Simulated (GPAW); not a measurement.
Crystal: MgO.

```xyz
2
Lattice="0.0000 2.0970 2.0970 2.0970 0.0000 2.0970 2.0970 2.0970 0.0000" Properties=species:S:1:pos:R:3 pbc="T T T"
Mg    0.0000    0.0000    0.0000
O     2.0970    2.0970    2.0970
```

The cell is a database's computed one.

* Program: GPAW 26.7.0
* Task: relaxation of cell and atoms
* Functional: RPBE
* Potentials or basis: the program's PAW data sets (release 1.2.1) made for this functional
* Cutoff: 800 eV
* Basis: pw
* k mesh: 11 × 11 × 11
* Occupations: fermi-dirac, width 0.05 eV
* Spin: no spin polarisation

At the start: pressure 12.1 GPa; volume 9.22 Å³/atom.

Task: How do energy, volume and symmetry change on relaxing?

Result: Over 4 steps the energy falls by 25.8 meV/atom and the volume is 9.93 Å³/atom (+7.6 %); space group Fm-3m (No. 225, to 0.05 Å).

The path:
```tsv
step	energy change (eV)	largest force (eV/Å)	pressure (GPa)	volume (Å³)
1	0.0000	0.0000	12.14	18.44
2	-0.0189	0.0000	9.38	18.72
3	-0.0513	0.0000	0.62	19.77
4	-0.0515	0.0000	0.03	19.85
```

Final structure:
```
Mg O
1.0
     0.00000    2.14905    2.14905
     2.14905    0.00000    2.14905
     2.14905    2.14905    0.00000
Mg O
1 1
Direct
  0.00000 0.00000 0.00000
  0.50000 0.50000 0.50000
```

Caveat: later steps reuse the first step's grids.
